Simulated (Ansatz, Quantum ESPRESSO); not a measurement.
# TiTe2: 4 runs at one level of theory

```
Te Ti
1.0
     3.77700    0.00000    0.00000
    -1.88850    3.27098    0.00000
     0.00000    0.00000    6.49800
Te Ti
2 1
Direct
  0.33333 0.66667 0.73720
  0.66667 0.33333 0.26280
  0.00000 0.00000 0.00000
```

Alike in all runs: task band structure; functional PBEsol; k mesh 8 × 8 × 4; occupations fermi-dirac, width 0.05 eV; no spin polarisation; no spin-orbit coupling. Pressure is positive in compression and, in plane waves, holds the error of the finite cutoff, which Ansatz's Pulay term estimates and takes out.

| program and potentials | plane-wave cutoff (eV) | notes | pressure (GPa) | largest force (eV/Å) |
| --- | --- | --- | --- | --- |
| Ansatz, Ansatz PAW | 420 | potentials made for PBE, which Ansatz adapts in part; 14.67 valence electrons an atom on average; Pulay term of +0.02 GPa included | -2.28 | 0.128 |
| Ansatz, all-electron LAPW, scalar-relativistic | - | - | -2.28 | 0.129 |
| Quantum ESPRESSO, PseudoDojo 0.4.1 SR PBE standard | 1143 | potentials made for PBE; 14.67 valence electrons an atom on average | -2.12 | 0.118 |
| Quantum ESPRESSO, GBRV 1.5 PBEsol | 612 | 8 valence electrons an atom on average | ? | ? |

Q: Estimate from the other rows what the run with Quantum ESPRESSO, GBRV 1.5 PBEsol gave.

A: Pressure -2.21 GPa; largest force 0.108 eV/Å. The other rows, which needn't bracket it: pressure -2.28 to -2.12; largest force 0.118 to 0.129.
